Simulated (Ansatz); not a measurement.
A crystal relaxed with r2SCAN+rVV10 in the PAW code Ansatz has space group P-3m1 (No. 164) and a = 3.630 Å, c = 5.878 Å.

```csv
atom,site,x,y,z
Xx,1a,0.0000,0.0000,0.0000
S,2d,0.3333,0.6667,0.2446
```

With r2SCAN the valence top lies at k = (-0.083, 0.003, 0.003) and the conduction bottom at L, 1.34 eV higher; the smallest vertical gap, at k = (0, 1/4, 1/4), is 2.24 eV. With HSE06 the valence top lies at k = (-0.083, 0.003, 0.003) and the conduction bottom at L, 1.85 eV higher; the smallest vertical gap, at k = (0, 1/4, 1/4), is 2.82 eV. With PBE the valence top lies at Γ–M (0.17 of the way from Γ) and the conduction bottom at L, 1.03 eV higher; the smallest vertical gap, at k = (0, 1/4, 1/4), is 1.89 eV. Meshes: r2SCAN 12×12×4, HSE06 6×6×4, PBE 12×12×4. r2SCAN's ε∞ is 8.8 along x and y, 4.8 along z.

Question: Which element is Xx?
A. Ti
B. Zr
C. Hf
D. Sn

Answer: C. Xx is Hf: HfS2 (CdI2 type). Around Hf lie 6 S at 2.54 Å; around S lie 3 Hf at 2.54 Å.

The values are computed, spin-unpolarised, and not measurements.

No spin-orbit coupling is included; it can move band edges with weight on the heavy atoms by tenths of an eV.

Where an edge lies off the special points, it is a point of the mesh or the k point where a search put PBE's edge or least direct gap, reused for the other functionals, whose own edges may lie a little apart.

Coordinates of k points refer to the reciprocal vectors of the primitive cell of the runs.

The meshes of the hybrids are coarse, so their gaps aren't converged to the digits shown.
